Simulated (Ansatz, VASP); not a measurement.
# Pb: VASP beside Ansatz

The input INCAR:

```
SYSTEM = Pb
ALGO = Fast
EDIFF = 1E-6
ENCUT = 520
GGA = PS
ISIF = 2
ISMEAR = -1
LASPH = .TRUE.
LCHARG = .FALSE.
LREAL = .FALSE.
LWAVE = .FALSE.
NBANDS = 21
NELM = 60
PREC = Accurate
SIGMA = 0.05
```

KPOINTS

```
k-points
0
G
  9 9 5
  0 0 0
```

POSCAR

```
Pb
1.0
    3.0785930676     -1.7733531272      0.0000000000
    3.0785930676      1.7733531272      0.0000000000
   -2.1433008646      0.0000000000      6.1754343928
Pb
2
Direct
    0.9085084100      0.9085084100      0.7262922000
    0.0914915900      0.0914915900      0.2737078000
```

File input.yaml:

```yaml
crystal:
  lattice:
    - [3.0785930676, -1.7733531272, 0.0]
    - [3.0785930676, 1.7733531272, 0.0]
    - [-2.1433008646, 0.0, 6.1754343928]
  atoms:
    - { symbol: Pb, position: [0.90850841, 0.90850841, 0.7262922] }
    - { symbol: Pb, position: [0.09149159, 0.09149159, 0.2737078] }
hamiltonian:
  xc: pbesol
  pseudopotentials: { kind: paw }
kpoints:
  mp_grid: { grid: [9, 9, 5] }
scf:
  occupations: { method: fermi_dirac, width: 0.05 }
output:
  forces: true
  stress: true
  eigenvalues: true
```

This isn't the form of Pb at room conditions, which is fcc.

Alike in both runs: task single point; functional PBEsol; k mesh 9 × 9 × 5; occupations fermi-dirac, width 0.05 eV; no spin polarisation.

```csv
,VASP,Ansatz
version,VASP 6.6.1,Ansatz 0.2.0
potentials or method,"VASP PAW PBE potentials, release 64 (Pb_d)",Ansatz PAW
plane-wave cutoff (eV),520,420
valence electrons in the cell,28,28
```

|  | VASP | Ansatz | Ansatz less VASP |
| --- | --- | --- | --- |
| gap on the k mesh at the Fermi level (eV) | none | none | - |
| pressure (GPa) | -3.1 | -3.1 | +0.02 |
| largest component of the traceless stress (GPa) | 0.10 | 0.10 | -0.004 |
| rms of the force components (eV/Å) | 0.115 | 0.115 | -0.0004 |

Atom by atom the forces differ by 0.000 eV/Å (rms over components). A gap of «none» marks a metal or a gap that the smearing closes.

Caveats: the PAW data sets were made with another functional, which shifts forces and pressure a little (VASP); the PAW data sets come from PBE, with cores solved anew for the run's functional, which leaves a small shift of forces and pressure (Ansatz). The runs have no spin-orbit coupling, so splittings on Pb are missing.
